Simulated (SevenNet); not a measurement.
Results of the machine-learned potential SevenNet-l3i5 (trained on PBE and PBE+U data) for rock-salt NaBr.

Results at a series of volumes:

```csv
V (Å³/atom),E − E_lowest (meV/atom),P (GPa)
25.892,6.73,1.385
26.305,3.67,0.992
26.718,1.59,0.632
27.131,0.39,0.303
27.545,0.00,0.001
27.958,0.36,-0.274
28.371,1.39,-0.526
28.784,3.05,-0.757
29.197,5.28,-0.967
```

What bulk modulus B0 and pressure derivative B′ does a third-order Birch–Murnaghan fit give?

V0 = 27.547 Å³/atom, B0 = 19.2 GPa, B′ = 4.9 (fit to the energies at full precision).

Measured, for comparison: bulk modulus 22.6 GPa (4 K, not corrected to a static lattice; as tabulated in Doll and Stoll (1998), arXiv:cond-mat/9801031); equilibrium volume per atom 26.01 Å³/atom (low temperature, not corrected to a static lattice; as tabulated in Doll and Stoll (1998), arXiv:cond-mat/9801031). Computed less measured: bulk modulus -15 %, equilibrium volume per atom +5.9 %.

A machine-learned potential is trained on density-functional data: it inherits that level's misses and adds fitting errors of its own.

Static lattice: no zero-point or thermal effects.
